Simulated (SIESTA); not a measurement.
Crystal: InAs.

```
In As
1.0
     0.00000    3.01800    3.01800
     3.01800    0.00000    3.01800
     3.01800    3.01800    0.00000
In As
1 1
Cartesian
  0.0000 0.0000 0.0000
  4.5270 4.5270 4.5270
```

Program: SIESTA 5.4.2. Alike in all runs: task band structure; cell as given; smearing fermi-dirac 0.05 eV; grid cutoff 500 Ry; energy shift 0.003 Ry. Hardware: 1 thread of Intel(R) Xeon(R) Platinum 8559C (Emerald Rapids), with other jobs on the host.

Problem. Order these runs on this cell by their wall time, lowest first.
A. level RPBE; potentials or basis PseudoDojo 0.4 standard (PBE files), DZP (energy shift 0.003 Ry; two zetas on semicore shells); spin off; k mesh 8 × 8 × 8
B. level PBE; potentials or basis PseudoDojo 0.4 standard (PBE files, fully relativistic), TZP (energy shift 0.003 Ry; two zetas on semicore shells); spin non-collinear, zero start, SOC; k mesh 6 × 6 × 6
C. level PBE; potentials or basis PseudoDojo 0.4 standard (PBE files), SZ (energy shift 0.003 Ry; radii capped at 9.5 bohr); spin off; k mesh 8 × 8 × 8

Solution. C (8.6 s), A (41 s), B (110 s).

Caveats: the basis has no polarisation orbitals (some runs).
